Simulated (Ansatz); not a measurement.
Free-standing chains of the atoms of TaN, named by their start (strip: triangular double chain, ladder: square double chain); atoms and period are relaxed, and energies count from relaxed bulk TaN (Fm-3m, not its usual structure, 10.77 Å³/atom, gap on the mesh 0.00 eV).

All numbers below come from Ansatz, DFT PBE, scalar-relativistic, plane waves, PAW.

Cutoff 420 eV, Gaussian smearing of 0.05 eV, energies at zero smearing, symmetry of each start kept, collinear spin where a moment is listed.

| start | atoms | k mesh | excess energy (eV per host atom) | period (Å) | gap on the mesh (eV) | size of the moment (μB per cell) | highest filled level or Fermi level under vacuum (eV) |
| --- | --- | --- | --- | --- | --- | --- | --- |
| linear chain | 2 | 1×1×16 | 2.859 | 3.901 | 0.31 | 2.00 | - |
| dimerised chain | 2 | 1×1×16 | 2.859 | 3.900 | 0.30 | 2.00 | - |
| zigzag chain | 2 | 1×1×18 | 2.344 | 3.256 | 0 | 1.22 | 4.57 |
| ladder chain | 4 | 1×1×16 | 1.489 | 4.085 | 0 | 0.10 | - |
| strip chain* | 2 | 1×1×30 | 2.346 | 3.254 | 0 | 1.21 | 4.57 |

* ends far from its start.

Spin-orbit coupling is left out, which matters for the bands of heavy elements.

Each run keeps its start's symmetry and one magnetic start, so lower states can exist. Rows stand on unlike meshes and boxes, so starts that end alike can differ by a few hundredths of an eV per atom.